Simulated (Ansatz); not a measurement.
Runs of Ansatz 0.2.0 on Au. The structure is cubic, space group Fm-3m (No. 225). Conventional cell: a = 4.070 Å, b = 4.070 Å, c = 4.070 Å, α = 90.00°, β = 90.00°, γ = 90.00°. Around Au (site symmetry m-3m) lie 12 Au at 2.88 Å. 

```tsv
task	level	cell	k mesh	cutoff (eV)	points for each segment of the path	mesh quality	gap on the mesh (eV)	pressure (GPa)
band structure	PBEsol	as given	6 × 6 × 6	420	14	coarse	none	(a)
band structure	BLYP	as given	6 × 6 × 6	420	14	coarse	none	23.8
band structure	r2SCAN	as given	6 × 6 × 6	500	14	coarse	none	8.2
band structure	LDA	as given	6 × 6 × 6	420	14	coarse	none	-1.7
relaxation of cell and atoms	PBEsol+D4	relaxed	11 × 11 × 11	420	-	not flagged	none	0.0
```

Alike in all rows: potentials or basis Ansatz PAW; no spin polarisation; smearing fermi-dirac 0.05 eV.

**Question.** Estimate the missing entries.

**Answer.** (a) 3.1.

Caveats: some runs use coarse meshes; the PAW data sets come from PBE, with cores solved anew for the run's functional, which leaves a small shift of forces and pressure; spin-orbit coupling is left out, which moves the levels of the heavy elements (some runs); the plane-wave basis is chosen anew once the cell has moved, so the energies of steps on either side of that aren't comparable (some runs); pairwise dispersion overbinds metals, which lowers pressure and volume (some runs).

A k mesh can miss the band edges, and the runs leave out spin-orbit coupling on Au.

A gap of «none» marks a metal or a gap under the smearing width.

Runs at the PBE level aren't shown here.
